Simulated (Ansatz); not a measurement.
Crystal: HfB2.

```
Hf B
1.0
     3.14000    0.00000    0.00000
    -1.57000    2.71932    0.00000
     0.00000    0.00000    3.48000
Hf B
1 2
Cartesian
  0.0000 0.0000 0.0000
  1.5700 0.9064 1.7400
  0.0000 1.8129 1.7400
```

| Item | Value |
| --- | --- |
| Program | Ansatz 0.2.0 |
| Task | relaxation of cell and atoms |
| Functional | PBE |
| Potentials or basis | Ansatz PAW |
| Cutoff | 420 eV (not typed: the program's choice for these potentials) |
| k mesh | 10 × 10 × 8 |
| Occupations | fermi-dirac, width 0.05 eV |
| Spin | no spin polarisation |
| Hubbard terms | Hf d U = 5 eV |

At the start: volume 9.90 Å³/atom.

Task: Where does the relaxation end?

Result: It ends after 7 steps and the volume is 10.19 Å³/atom (+2.9 %); space group P6/mmm (No. 191, to 0.05 Å).

Step by step:
```
step  energy change (eV)  largest force (eV/Å)  volume (Å³)
   1              0.0000                0.0000        29.71
   2             -0.0135                0.0000        30.95
   3             -0.0213                0.0000        30.63
   4             -0.0214                0.0000        30.57
   5             -0.0226                0.0000        30.57
   6             -0.0226                0.0000        30.57
   7             -0.0226                0.0000        30.57
```

Final structure:
```
Hf B
1.0
     3.15181    0.00000    0.00000
    -1.57590    2.72954    0.00000
     0.00000    0.00000    3.55389
Hf B
1 2
Direct
  0.00000 0.00000 0.00000
  0.66667 0.33333 0.50000
  0.33333 0.66667 0.50000
```

Caveat: the plane-wave basis is chosen anew once the cell has moved, so the energies of steps on either side of that aren't comparable; U without spin polarisation on a metal has little footing; the U is typed as a test and isn't derived for this compound.
